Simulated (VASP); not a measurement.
Write the native input for VASP 6.6.1 that does the following.

```yaml
Task: relaxation of cell and atoms
Functional: PBEsol
Potentials_or_basis: VASP PAW PBE potentials, release 64 (Sr_sv, Ti_sv, O)
Cutoff: 600 eV
k_mesh: 8 × 8 × 8
Occupations: gaussian, width 0.03 eV
Spin: no spin polarisation
Further_INCAR_settings: ALGO = Normal; EDIFF = 1e-06; IBRION = 2; EDIFFG = -0.01; NSW = 90; ISIF = 3
```

The structure of SrTiO3 (Tausonite) lies in POSCAR:

```
SrTiO3
1.0
    3.9052800000      0.0000000000      0.0000000000
    0.0000000000      3.9052800000      0.0000000000
    0.0000000000      0.0000000000      3.9052800000
Sr Ti O
1 1 3
Direct
    0.5000000000      0.5000000000      0.5000000000
    0.0000000000      0.0000000000      0.0000000000
    0.5000000000      0.0000000000      0.0000000000
    0.0000000000      0.5000000000      0.0000000000
    0.0000000000      0.0000000000      0.5000000000
```

These files were run (other wordings do the same):

INCAR

```
PREC     = Accurate       # precision mode
ENCUT    = 600            # plane-wave cutoff, eV
EDIFF    = 1E-6           # SCF threshold, eV
ISMEAR   = 0              # smearing method
SIGMA    = 0.03           # smearing width, eV
LREAL    = False          # projectors in reciprocal space
LASPH    = True           # aspherical terms in the spheres
NELM     = 80             # most SCF steps
ALGO     = Normal         # electronic algorithm
ISIF     = 3              # what is computed and relaxed
LWAVE    = False          # write WAVECAR
LCHARG   = False          # write CHGCAR
GGA      = PS             # functional
IBRION   = 2              # ionic algorithm
NSW      = 90             # ionic steps
EDIFFG   = -0.01          # ionic threshold
KPAR     = 2
```

KPOINTS

```
regular mesh
0
Gamma
  8 8 8
```

Potentials or basis: VASP PAW PBE potentials, release 64 (Sr_sv, Ti_sv, O).

The run is started by

```console
$ cat potpaw_PBE.64/Sr_sv/POTCAR potpaw_PBE.64/Ti_sv/POTCAR potpaw_PBE.64/O/POTCAR > POTCAR
$ mpirun -np 2 vasp_std > vasp.out
```

It gave:

The relaxed volume is 11.82 Å³/atom. The relaxed cell is a = 3.895 Å, b = 3.895 Å, c = 3.895 Å, α = 90.00°, β = 90.00°, γ = 90.00°, the space group after relaxing (to 0.05 Å) is Pm-3m (No. 221) and the energy gained by relaxing is 0.5 meV/atom. The ionic steps are 3 and the pressure after relaxing is 0.0 GPa. The band gap on the k mesh is 1.82 eV, indirect (least direct gap 2.17 eV).

Caveat: the PAW data sets were made with another functional, which shifts forces and pressure a little.

Run time: 49 s on 2 MPI ranks on Intel(R) Xeon(R) 6975P-C (Granite Rapids), with other jobs on the host, peak memory 0.2 GiB a rank.
